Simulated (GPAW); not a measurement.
Wanted: an ASE script for a GPAW 26.7.0 run.

* Task: single point
* Functional: PBEsol
* Potentials or basis: PAW data sets generated in the run's folder for this functional
* Cutoff: 600 eV
* Basis: pw
* k mesh: 7 × 7 × 7
* Occupations: fermi-dirac, width 0.05 eV
* Spin: no spin polarisation
* Maxiter: 120
* Convergence: default

Ti3O4:

```
CELL_PARAMETERS angstrom
-2.06591 2.06591 4.08913
2.06591 -2.06591 4.08913
2.06591 2.06591 -4.08913
ATOMIC_POSITIONS crystal
Ti 0.75000 0.25000 0.50000
Ti 0.50000 0.50000 0.00000
Ti 0.25000 0.75000 0.50000
O 0.75588 0.75588 0.00000
O 0.50000 0.00000 0.50000
O 0.24412 0.24412 0.00000
O 0.00000 0.50000 0.50000
```

The cell comes from a database or a generator and needn't be the stable form of this composition.

These files were run (other wordings do the same):

run.py

```python
from ase import Atoms
from ase.dft.bandgap import bandgap
from ase.io import write
from ase.units import GPa
from gpaw import GPAW, PW, setup_paths

setup_paths.insert(0, '.')

atoms = Atoms(['Ti', 'Ti', 'Ti', 'O', 'O', 'O', 'O'],
              cell=[[-2.06590889, 2.06590889, 4.08913398],
                    [2.06590889, -2.06590889, 4.08913398],
                    [2.06590889, 2.06590889, -4.08913398]],
              scaled_positions=[[0.75, 0.25, 0.5],
                                [0.5, 0.5, 0.0],
                                [0.25, 0.75, 0.5],
                                [0.75588486, 0.75588486, 0.0],
                                [0.5, 0.0, 0.5],
                                [0.24411514, 0.24411514, 0.0],
                                [0.0, 0.5, 0.5]],
              pbc=True)

calc = GPAW(mode=PW(600),
            xc='PBEsol',
            kpts={'size': (7, 7, 7), 'gamma': True},
            occupations={'name': 'fermi-dirac', 'width': 0.05},
            nbands=53,
            maxiter=120,
            txt='gpaw.txt')
atoms.calc = calc
energy = atoms.get_potential_energy()
forces = atoms.get_forces()
stress = atoms.get_stress()
calc.write('gs.gpw')
write('result.traj', atoms)
print(f'Energy: {energy:.6f} eV')
print('Forces (eV/A):')
print(forces.round(4))
print('Stress (GPa):', (stress / GPa).round(3))
print('Fermi level:', round(calc.get_fermi_level(), 4), 'eV')
print(f'Gap: {bandgap(calc)[0]:.4f} eV, direct: {bandgap(calc, direct=True)[0]:.4f} eV')
```

Potentials or basis: PAW data sets generated in the run's folder for this functional, pw.

Run with:

```sh
$ gpaw-setup -f PBEsol O Ti
$ OMP_NUM_THREADS=1 python run.py
```

It gave:

- Pressure: -10.0 GPa
- Largest force: 0.029 eV/Å
- Band gap on the k mesh: none (metal or under the smearing width)

Caveat: the cutoff is short for stress and forces, so pressures can be off by a GPa or more; semilocal functionals often make such compounds metallic where correlation or magnetic order opens a gap, which also shifts bond lengths.

Wall time 3.2 min on 1 thread of Arm Neoverse V1, on a shared host, peak memory 0.3 GiB.
